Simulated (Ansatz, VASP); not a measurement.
**Two plane-wave programs on MnAs**

File INCAR:

```
SYSTEM = MnAs
PREC = Accurate ; ENCUT = 520
EDIFF = 1E-6 ; ISMEAR = 0
SIGMA = 0.1 ; LREAL = .False.
LASPH = .True. ; NELM = 150
ALGO = Normal ; ISIF = 2
LWAVE = .False. ; LCHARG = .False.
ISPIN = 2 ; MAGMOM = 4 0
LORBIT = 11 ; LMAXMIX = 4
GGA = PE ; NBANDS = 20
```

Contents of KPOINTS:

```
regular mesh
0
Gamma
  6 6 6
  0 0 0
```

File POSCAR:

```
MnAs
1.0
    3.1854175034      0.0000000000      0.0000000000
   -1.5927087517      2.7586524796      0.0000000000
    0.0000000000      0.0000000000      3.1068924860
Mn As
1 1
Direct
    0.0000000000      0.0000000000      0.0000000000
    0.6666666667      0.3333333333      0.5000000000
```

Input for Ansatz:

```yaml
crystal:
  lattice:
    - [3.1854175034, 0.0, 0.0]
    - [-1.5927087517, 2.7586524796, 0.0]
    - [0.0, 0.0, 3.106892486]
  atoms:
    - { symbol: Mn, position: [0.0, 0.0, 0.0], spin: 4.0 }
    - { symbol: As, position: [0.6666666667, 0.3333333333, 0.5] }
basis:
  ecutwfc: 420
kpoints:
  mp_grid: { grid: [6, 6, 6] }
hamiltonian:
  xc: pbe
scf:
  occupations: { method: gaussian, width: 0.1 }
  lower_state_search: "off"
output:
  forces: true
  stress: true
  eigenvalues: true
  populations: true
magnetization:
  spin_polarized: true
```

Alike in both runs: task single point; functional PBE; k mesh 6 × 6 × 6; occupations gaussian, width 0.1 eV; collinear spin.

|  | VASP | Ansatz |
| --- | --- | --- |
| version | VASP 6.6.1 | Ansatz 0.2.0 |
| potentials or method | VASP PAW PBE potentials, release 64 (Mn_pv, As) | scalar-relativistic, plane waves, PAW |
| plane-wave cutoff (eV) | 520 | 420 |
| valence electrons in the cell | 18 | 30 |

```tsv
	VASP	Ansatz	Ansatz less VASP
gap on the k mesh at the Fermi level (eV)	none	none	-
pressure (GPa)	9.5	9.2	-0.28
largest component of the traceless stress (GPa)	1.02	1.00	-0.024
net moment per atom (μB)	0.85	0.86	+0.003
size of the moment on the site where the two differ most (μB)	1.87	1.82	-0.051
```

Site moments also hang on the region over which each program counts them. A gap of «none» marks a metal or a gap that the smearing closes. The two sets of potentials don't hold the same shells in valence.

Caveats: the k mesh is coarse (spacing up to 0.38 Å⁻¹), so the values aren't converged; a cell with one magnetic atom can't hold antiferromagnetic order, which such compounds often take.
